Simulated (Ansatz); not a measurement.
InSe, 8 atoms in the cell. It takes space group P-6m2 (No. 187, hexagonal). Conventional cell: a = 4.047 Å, b = 4.047 Å, c = 18.052 Å, α = 90.00°, β = 90.00°, γ = 120.00°. In (site symmetry 3m) has 3 Se at 2.65 Å and 1 In at 2.79 Å as nearest neighbours. In (site symmetry 3m) has 3 Se at 2.65 Å and 1 In at 2.79 Å as nearest neighbours. Se (site symmetry 3m) is surrounded by 3 In at 2.65 Å. Around Se (site symmetry 3m) lie 3 In at 2.65 Å. Measurements of this composition are mostly on another form, of space group No. 160.

| Item | Value |
| --- | --- |
| Program | Ansatz 0.2.0 |
| Task | relaxation of cell and atoms |
| Functional | RPBE |
| Potentials or basis | Ansatz PAW |
| Cutoff | 420 eV (not typed: the program's choice for these potentials) |
| k mesh | 8 × 8 × 2 |
| Occupations | fermi-dirac, width 0.05 eV |
| Spin | no spin polarisation |

Potentials or basis: Ansatz PAW.

Launch:

```bash
$ ansatz run input.yaml --threads 4 --pin off --max-ram 11264MiB --backend cpu --events-out ev --progress --plain --runs-dir out
```

Hardware: 4 threads of Arm Neoverse N1, on a shared host.

Problem. How long does it take, and how much memory?

Solution. Run time: 4.2 min on 4 threads of Arm Neoverse N1 (shared host), peak memory 1 GiB. Counts: scf iterations 105, plane waves 6065, k points 20, bands 70, ion steps 13.
